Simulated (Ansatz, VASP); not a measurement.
## CdTe: VASP beside Ansatz

INCAR

```
  PREC = Accurate
  ENCUT = 520
  EDIFF = 1E-7
  ISMEAR = -1
  SIGMA = 0.05
  LREAL = F
  LASPH = T
  NELM = 100
  ALGO = Normal
  ISIF = 2
  LWAVE = F
  LCHARG = F
  GGA = PS
  NBANDS = 16
```

File KPOINTS:

```
regular mesh
0
Gamma
  7 7 7
```

Contents of POSCAR:

```
CdTe
1.0
    0.0000000000      3.2471758892      3.2471758892
    3.2471758892      0.0000000000      3.2471758892
    3.2471758892      3.2471758892      0.0000000000
Te Cd
1 1
Direct
    0.7500000000      0.7500000000      0.7500000000
    0.0000000000      0.0000000000      0.0000000000
```

input.yaml

```yaml
crystal:
  lattice:
    - [0.0, 3.2471758892, 3.2471758892]
    - [3.2471758892, 0.0, 3.2471758892]
    - [3.2471758892, 3.2471758892, 0.0]
  atoms:
    - { symbol: Te, position: [0.75, 0.75, 0.75] }
    - { symbol: Cd, position: [0.0, 0.0, 0.0] }
hamiltonian:
  xc: pbesol
  pseudopotentials: { kind: paw }
kpoints:
  mp_grid: { grid: [7, 7, 7] }
scf:
  occupations: { method: fermi_dirac, width: 0.05 }
output:
  forces: true
  stress: true
  eigenvalues: true
```

Alike in both runs: task single point; functional PBEsol; k mesh 7 × 7 × 7; occupations fermi-dirac, width 0.05 eV; no spin polarisation.

|  | VASP | Ansatz |
| --- | --- | --- |
| version | VASP 6.6.1 | Ansatz 0.2.0 |
| potentials or method | VASP PAW PBE potentials, release 64 (Te, Cd) | Ansatz PAW |
| plane-wave cutoff (eV) | 520 | 420 |
| valence electrons in the cell | 18 | 36 |

VASP gave:

```
gap on the k mesh at the Fermi level (eV) : 0.64
least direct gap on the mesh (eV)         : 0.64
pressure (GPa)                            : 0.1
```

Problem. Which values does Ansatz return?

Solution. gap on the k mesh at the Fermi level (eV): 0.64; least direct gap on the mesh (eV): 0.64; pressure (GPa): -0.1.

The two sets of potentials don't hold the same shells in valence.

Caveats: spin-orbit coupling is left out, which moves the levels of the heavy elements; the PAW data sets were made with another functional, which shifts forces and pressure a little (VASP); odd divisions of the mesh miss points on the zone boundary, where band edges often lie, so the gap on the mesh can be too wide (Ansatz); the PAW data sets come from PBE, with cores solved anew for the run's functional, which leaves a small shift of forces and pressure (Ansatz). Expect the measured gap to be larger: semilocal functionals such as PBEsol lack the derivative discontinuity.
